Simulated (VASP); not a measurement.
# GaSb (F-43m) in VASP: a series of runs

The runs below take GaSb through single point, with r2SCAN+D4, r2SCAN, PBE.

Program: VASP 6.6.1. These are calculated values, not measurements. Logs are shortened: lines on timing, memory, paths and dates and some standing lists are left out, and cuts for length are marked.

**What was measured.**

From a printed reference work, data compilation, for a bulk crystal of GaSb at 4.2 K: band gap 0.811 eV (direct).

The results are compared with them further down.

## 1. The cell of the first run

The structure is cubic, space group F-43m (No. 216). Conventional cell: a = 6.110 Å, b = 6.110 Å, c = 6.110 Å, α = 90.00°, β = 90.00°, γ = 90.00°. Ga (site symmetry -43m) has 4 Sb at 2.65 Å within 3.5 Å. Within 3.5 Å of Sb (site symmetry -43m) lie 4 Ga at 2.65 Å.

## 2. Single point, r2SCAN+D4

POSCAR reads:

```
GaSb
1.0
    0.0000000000      3.0549164388      3.0549164388
    3.0549164388      0.0000000000      3.0549164388
    3.0549164388      3.0549164388      0.0000000000
Ga Sb
1 1
Direct
    0.0000000000      0.0000000000      0.0000000000
    0.7500000000      0.7500000000      0.7500000000
```

INCAR.step1 reads:

```
ALGO = Normal
EDIFF = 1E-5
ENCUT = 550
GGA = PE
GGA_COMPAT = False
ISMEAR = 0
LASPH = True
LCHARG = False
LREAL = False
LWAVE = True
NBANDS = 16
NELM = 120
PREC = Accurate
SIGMA = 0.05
```

INCAR.step2 reads:

```
ALGO = Normal
EDIFF = 1E-6
ENCUT = 550
GGA_COMPAT = False
ISIF = 2
ISMEAR = 0
ISTART = 1
IVDW = 13
LASPH = True
LCHARG = False
LMIXTAU = True
LREAL = False
LWAVE = False
METAGGA = R2SCAN
NBANDS = 16
NELM = 120
PREC = Accurate
SIGMA = 0.05
VDW_A1 = 0.51559235
VDW_A2 = 5.77342911
VDW_S6 = 1.0
VDW_S8 = 0.6018749
```

KPOINTS reads:

```
k-points
0
Gamma
  6 6 6
```

Potentials or basis: VASP PAW PBE potentials, release 64 (Ga_d, Sb).

Launch:

```bash
$ cat potpaw_PBE.64/Ga_d/POTCAR potpaw_PBE.64/Sb/POTCAR > POTCAR
$ cp INCAR.step1 INCAR
$ mpirun -np 1 vasp_std > vasp.out
$ cp INCAR.step2 INCAR
$ mpirun -np 1 vasp_std > vasp.out
```

OUTCAR:

```text
EDIFF = 1E-6
   ENCUT = 550
   ISIF = 2
   ISMEAR = 0
   ISTART = 1
   IVDW = 13
   LASPH = True
   LREAL = False
   METAGGA = R2SCAN
   NELM = 120
   PREC = Accurate

 ion  position               nearest neighbor table
   1  0.000  0.000  0.000-   2 2.65   2 2.65   2 2.65   2 2.65
   2  0.750  0.750  0.750-   1 2.65   1 2.65   1 2.65   1 2.65

  LATTYP: Found a face centered cubic cell.
 ALAT       =     6.1098328776

  Lattice vectors:

 A1 = (   0.0000000000,   3.0549164388,   3.0549164388)
 A2 = (   3.0549164388,   0.0000000000,   3.0549164388)
 A3 = (   3.0549164388,   3.0549164388,   0.0000000000)

Analysis of symmetry for initial positions (statically):
=====================================================================
 Subroutine PRICEL returns:
 Original cell was already a primitive cell.

 Routine SETGRP: Setting up the symmetry group for a
 face centered cubic supercell.

 Subroutine GETGRP returns: Found 24 space group operations
 (whereof 24 operations were pure point group operations)
 out of a pool of 48 trial point group operations.

The static configuration has the point symmetry T_d .

Analysis of symmetry for dynamics (positions and initial velocities):
=====================================================================
 Subroutine PRICEL returns:
 Original cell was already a primitive cell.

 Routine SETGRP: Setting up the symmetry group for a
 face centered cubic supercell.

 Subroutine GETGRP returns: Found 24 space group operations
 (whereof 24 operations were pure point group operations)
 out of a pool of 48 trial point group operations.

The dynamic configuration has the point symmetry T_d .

 Subroutine INISYM returns: Found 24 space group operations
 (whereof 24 operations are pure point group operations),
 and found     1 'primitive' translations

----------------------------------------------------------------------------------------

                                     Primitive cell

  volume of cell :      57.0201

  direct lattice vectors                    reciprocal lattice vectors
     0.000000000  3.054916439  3.054916439    -0.163670598  0.163670598  0.163670598
     3.054916439  0.000000000  3.054916439     0.163670598 -0.163670598  0.163670598
     3.054916439  3.054916439  0.000000000     0.163670598  0.163670598 -0.163670598

  length of vectors
     4.320304260  4.320304260  4.320304260     0.283485791  0.283485791  0.283485791

  position of ions in fractional coordinates (direct lattice)
[... 70 lines left out ...]
   EDIFF  = 0.1E-05   stopping-criterion for ELM
   LREAL  =      F    real-space projection
   EDIFFG = 0.1E-04   stopping-criterion for IOM
   NSW    =      0    number of steps for IOM
   IBRION =     -1    ionic relax: 0-MD 1-quasi-New 2-CG
   NFREE  =      0    steps in history (QN), initial steepest desc. (CG)
   ISIF   =      2    stress and relaxation
   ISYM   =      2    0-nonsym 1-usesym 2-fastsym
   POTIM  = 0.5000    time-step for ionic-motion
   TEBEG  =    0.0;   TEEND  =   0.0 temperature during run
   PSTRESS=    0.0 pullay stress
   NELECT =      18.0000    total number of electrons
   NUPDOWN=      -1.0000    fix difference up-down
   EMIN   =  10.00;   EMAX   =-10.00  energy-range for DOS
   EFERMI =   0.00;   METHOD = LEGACY
   ISMEAR =     0;   SIGMA  =   0.05  broadening in eV -4-tet -1-fermi 0-gaus
   EFERMI_NEDOS =   21; number of points for ismear=-14 and -15
   IALGO  =     38    algorithm
   IMIX   =      4    mixing-type and parameters
     AMIX     =   0.40;   BMIX     =  1.00
     AMIX_MAG =   1.60;   BMIX_MAG =  1.00
  volume/ion in A,a.u.               =      28.51       192.40
  Fermi-wavevector in a.u.,A,eV,Ry     =   1.114696  2.106469 16.905872  1.242547
  Thomas-Fermi vector in A             =   2.251293
   LORBIT       =      0    0 simple, 1 ext, 2 COOP (PROOUT), +10 PAW based schemes
   METAGGA = R2SCAN    functional components
   LHFCALC =     F    Hartree Fock is set to
   AEXX    =    0.0000 exact exchange contribution
   IVDW    =    13    specifies the selected vdW correction
   LEPSILON=     F    determine dielectric tensor
   LRPA    =     F    only Hartree local field effects (RPA)
 non-spin polarized calculation
 Gauss-broadening in eV      SIGMA  =   0.05
  energy-cutoff  :      550.00
  volume of cell :       57.02
 maximum number of plane-waves:      1687
 NGX is ok and might be reduce to    36
   NGX = 17   NGY = 17   NGZ = 17

 number of electron      18.0000006 magnetization

 Free energy of the ion-electron system (eV)
  ---------------------------------------------------
  ext. energy  EPLUGINS =         0.00000000
  ---------------------------------------------------
  free energy    TOTEN  =       -37.57770484 eV

  energy without entropy =      -37.57770484  energy(sigma->0) =      -37.57770484

 E-fermi :   4.9645     XC(G=0):  -9.7366

 val. band max:        4.7326461090   @ k =   0.0000   0.0000   0.0000
 cond. band min:       5.2120174592   @ k =   0.0000   0.0000   0.0000
 fundamental gap:      0.4793713501
 Fermi energy:         4.9645399113

 k-point     1 :       0.0000    0.0000    0.0000
  band No.  band energies     occupation
      1     -10.7819      2.00000
      2     -10.7819      2.00000
      3     -10.7819      2.00000
      4     -10.7245      2.00000
      5     -10.7245      2.00000
      6      -7.2276      2.00000
[... 281 lines left out ...]
      3     -10.7560      2.00000
      4     -10.7331      2.00000
      5     -10.7225      2.00000
      6      -4.5627      2.00000
[... 8 lines left out ...]
     15      15.3439      0.00000
     16      16.7459      0.00000

------------------------ aborting loop because EDIFF is reached ----------------------------------------

  DFT-D4 for vdW energy calculation

  Edisp (eV):   -0.28497

  FORCE on cell =-STRESS in cart. coord.  units (eV):
  Direction    XX          YY          ZZ          XY          YZ          ZX
  --------------------------------------------------------------------------------------
  -------------------------------------------------------------------------------------
  Total      -0.02026    -0.02026    -0.02026     0.00000     0.00000     0.00000
  in kB      -0.56921    -0.56921    -0.56921     0.00000     0.00000     0.00000
  external pressure =       -0.57 kB  Pullay stress =        0.00 kB

 VOLUME and BASIS-vectors are now :
 -----------------------------------------------------------------------------
  energy-cutoff  :      550.00
  volume of cell :       57.02
      direct lattice vectors                 reciprocal lattice vectors
     0.000000000  3.054916439  3.054916439    -0.163670598  0.163670598  0.163670598
     3.054916439  0.000000000  3.054916439     0.163670598 -0.163670598  0.163670598
     3.054916439  3.054916439  0.000000000     0.163670598  0.163670598 -0.163670598

 POSITION                                       TOTAL-FORCE (eV/Angst)
 -----------------------------------------------------------------------------------
      0.00000      0.00000      0.00000         0.000000      0.000000      0.000000
      4.58237      4.58237      4.58237        -0.000000     -0.000000     -0.000000
 -----------------------------------------------------------------------------------
    total drift:                                0.000000      0.000000      0.000000

  FREE ENERGIE OF THE ION-ELECTRON SYSTEM (eV)
  ---------------------------------------------------
  free  energy   TOTEN  =       -37.8626731326 eV

  energy  without entropy=      -37.8626731326  energy(sigma->0) =      -37.86267313
```

OUTCAR.step1:

```text
EDIFF = 1E-5
   ENCUT = 550
   GGA = PE
   ISMEAR = 0
   LASPH = True
[... 514 lines left out ...]
 -----------------------------------------------------------------------------------
      0.00000      0.00000      0.00000         0.000000      0.000000      0.000000
      4.58237      4.58237      4.58237        -0.000000     -0.000000     -0.000000
 -----------------------------------------------------------------------------------
    total drift:                               -0.000000     -0.000000     -0.000000

  FREE ENERGIE OF THE ION-ELECTRON SYSTEM (eV)
  ---------------------------------------------------
  free  energy   TOTEN  =        -7.3175530261 eV

  energy  without entropy=       -7.3172644333  energy(sigma->0) =       -7.31740873
```

OSZICAR.step1:

```text
N       E                     dE             d eps       ncg     rms          rms(c)
DAV:   1     0.912981090058E+02    0.91298E+02   -0.87012E+03   512   0.143E+03
DAV:   2    -0.118111875140E+00   -0.91416E+02   -0.87936E+02   592   0.330E+02
DAV:   3    -0.725012849408E+01   -0.71320E+01   -0.71104E+01   632   0.690E+01
DAV:   4    -0.737196491339E+01   -0.12184E+00   -0.12181E+00   640   0.101E+01
DAV:   5    -0.737494584975E+01   -0.29809E-02   -0.29809E-02   624   0.138E+00    0.322E+00
DAV:   6    -0.732946468389E+01    0.45481E-01   -0.64442E-02   752   0.396E+00    0.193E+00
DAV:   7    -0.731592948926E+01    0.13535E-01   -0.40707E-02   584   0.159E+00    0.361E-01
DAV:   8    -0.731698529849E+01   -0.10558E-02   -0.45698E-03   688   0.767E-01    0.893E-02
DAV:   9    -0.731749159346E+01   -0.50629E-03   -0.68275E-04   576   0.212E-01    0.329E-02
DAV:  10    -0.731753299988E+01   -0.41406E-04   -0.46318E-05   656   0.426E-02    0.951E-03
DAV:  11    -0.731755220494E+01   -0.19205E-04   -0.25509E-05   584   0.321E-02    0.746E-03
DAV:  12    -0.731755302606E+01   -0.82112E-06   -0.15866E-06   536   0.894E-03
   1 F= -.73175530E+01 E0= -.73174087E+01  d E =-.288593E-03
```

Run time: 2.4 min. Hardware: 1 thread of Intel Xeon 8259CL, shared host; peak memory 0.21 GiB.

Results:

- Free energy: -37.8627 eV
- Pressure: -0.1 GPa
- Band gap on the k mesh: 0.48 eV, direct
- Dispersion energy per atom: -0.142 eV

Caveat: the PAW data sets were made with another functional, which shifts forces and pressure a little; spin-orbit coupling is left out, which moves the levels of the heavy elements.

## 3. Single point, r2SCAN

This run uses another cell than the first one, of 28.74 Å³/atom, 1.008 times its volume.

POSCAR reads:

```
GaSb
1.0
    0.0000000000      3.0630737977      3.0630737977
    3.0630737977      0.0000000000      3.0630737977
    3.0630737977      3.0630737977      0.0000000000
Ga Sb
1 1
Direct
    0.0000000000      0.0000000000      0.0000000000
    0.7500000000      0.7500000000      0.7500000000
```

INCAR.step1 reads:

```
SYSTEM = GaSb
PREC = Accurate
ENCUT = 550
ISMEAR = 0
SIGMA = 0.05
LREAL = .FALSE.
LASPH = .TRUE.
NELM = 120
NBANDS = 16
GGA = PE
ALGO = Normal
EDIFF = 1E-5
LWAVE = .TRUE.
LCHARG = .FALSE.
GGA_COMPAT = .FALSE.
```

INCAR.step2 reads:

```
SYSTEM = GaSb
PREC = Accurate
ENCUT = 550
EDIFF = 1E-6
ISMEAR = 0
SIGMA = 0.05
LREAL = .FALSE.
LASPH = .TRUE.
NELM = 120
ALGO = Normal
ISIF = 2
LWAVE = .FALSE.
LCHARG = .TRUE.
METAGGA = R2SCAN
LMIXTAU = .TRUE.
LELF = .TRUE.
LVHAR = .TRUE.
NBANDS = 16
ISTART = 1
GGA_COMPAT = .FALSE.
```

KPOINTS reads:

```
Automatic mesh
0
G
  6 6 6
  0 0 0
```

Potentials or basis: VASP PAW PBE potentials, release 64 (Ga_d, Sb).

Launch:

```bash
$ cat potpaw_PBE.64/Ga_d/POTCAR potpaw_PBE.64/Sb/POTCAR > POTCAR
$ cp INCAR.step1 INCAR
$ mpirun -np 1 vasp_std > vasp.out
$ cp INCAR.step2 INCAR
$ mpirun -np 1 vasp_std > vasp.out
```

Run time: 2.4 min. Hardware: 1 thread of Intel Xeon 8259CL, shared host; peak memory 0.21 GiB.

Results (log left out):

| Property | Result |
| --- | --- |
| Free energy | -37.5790 eV |
| Pressure | 0.2 GPa |
| Band gap on the k mesh | 0.42 eV, direct |

Levels at points of the mesh, in eV from the valence-band top:
```csv
k point,band 5,band 6,band 7,band 8,band 9,band 10,band 11,band 12,band 13,band 14
"(0.00, 0.00, 0.00)",-15.44,-11.90,0.00,0.00,0.00,0.42,2.98,2.98,2.98,6.34
"(0.50, 0.00, 0.00)",-15.44,-10.19,-6.56,-1.21,-1.21,0.67,4.01,4.01,6.92,9.95
"(0.50, 0.50, 0.00)",-15.44,-9.31,-7.03,-2.68,-2.68,1.12,1.48,9.24,9.24,10.75
```

Caveat: the PAW data sets were made with another functional, which shifts forces and pressure a little; spin-orbit coupling is left out, which moves the levels of the heavy elements.

## 4. Single point, PBE

This run uses another cell than the first one, of 28.62 Å³/atom, 1.004 times its volume.

INCAR reads:

```
ALGO     = Normal         # electronic algorithm
EDIFF    = 1E-6           # SCF threshold, eV
ENCUT    = 500            # plane-wave cutoff, eV
GGA      = PE             # functional
GGA_COMPAT= False        
ISIF     = 2              # what is computed and relaxed
ISMEAR   = 0              # smearing method
LASPH    = True           # aspherical terms in the spheres
LCHARG   = True           # write CHGCAR
LELF     = True           # ELF
LREAL    = False          # projectors in reciprocal space
LVHAR    = True         
LWAVE    = False          # write WAVECAR
NBANDS   = 16             # bands
NELM     = 120            # most SCF steps
PREC     = Accurate       # precision mode
SIGMA    = 0.05           # smearing width, eV
```

KPOINTS reads:

```
k-points
0
Gamma
  9 9 9
```

POSCAR reads:

```
GaSb
1.0
    0.0000000000      3.0590005565      3.0590005565
    3.0590005565      0.0000000000      3.0590005565
    3.0590005565      3.0590005565      0.0000000000
Ga Sb
1 1
Direct
    0.0000000000      0.0000000000      0.0000000000
    0.7500000000      0.7500000000      0.7500000000
```

Launch:

```bash
$ cat potpaw_PBE.64/Ga_d/POTCAR potpaw_PBE.64/Sb/POTCAR > POTCAR
$ mpirun -np 1 vasp_std > vasp.out
```

Wall time 46 s (1 thread of Intel Xeon 8259CL, shared host); peak memory 0.19 GiB.

Results (log left out):

```
Free energy            : -7.3494 eV
Pressure               : 2.4 GPa
Band gap on the k mesh : 0.04 eV, direct
```

Levels at points of the mesh, in eV from the valence-band top:
```tsv
k point	band 7	band 8	band 9	band 10	band 11	band 12
(0.00, 0.00, 0.00)	0.00	0.00	0.00	0.04	2.78	2.78
```

Caveat: spin-orbit coupling is left out, which moves the levels of the heavy elements.

## 5. Summary

```tsv
level	cell	k mesh	cutoff (eV)	gap on the mesh (eV)	pressure (GPa)
r2SCAN+D4	a = 4.320 Å, angles 60.0°, 2 atoms	6 × 6 × 6	550	0.48	-0.1
r2SCAN	a = 4.332 Å, angles 60.0°, 2 atoms	6 × 6 × 6	550	0.42	0.2
PBE	a = 4.326 Å, angles 60.0°, 2 atoms	9 × 9 × 9	500	0.04	2.4
```

Alike in all rows: task single point; potentials or basis VASP PAW PBE potentials, release 64 (Ga_d, Sb); no spin polarisation; smearing gaussian 0.05 eV.

Caveats: spin-orbit coupling is left out, which moves the levels of the heavy elements; the PAW data sets were made with another functional, which shifts forces and pressure a little (some runs).

Absolute energies hang on the potentials; compare differences alone.

## 6. Against experiment

Step 2. A measured gap of GaSb is 0.811 eV (direct; 4.2 K; a printed reference work, data compilation); the calculated 0.48 eV misses it by -0.33 eV. Spin-orbit coupling on Ga, Sb is left out. The value is that of r2SCAN+D4 on a finite k mesh, which can miss the band edges, without temperature or zero-point motion.

Step 3. Measured gap of GaSb: 0.811 eV (direct; 4.2 K; a printed reference work, data compilation). This calculation gives 0.42 eV (-0.39 eV). Spin-orbit coupling on Ga, Sb is left out. The value is that of r2SCAN on a finite k mesh, which can miss the band edges, without temperature or zero-point motion.

Step 4. A measured gap of GaSb is 0.811 eV (direct; 4.2 K; a printed reference work, data compilation); the calculated 0.04 eV misses it by -0.77 eV. Spin-orbit coupling on Ga, Sb is left out. The value is that of PBE on a finite k mesh, which can miss the band edges, without temperature or zero-point motion. Semilocal functionals fall short of measured gaps as a rule.
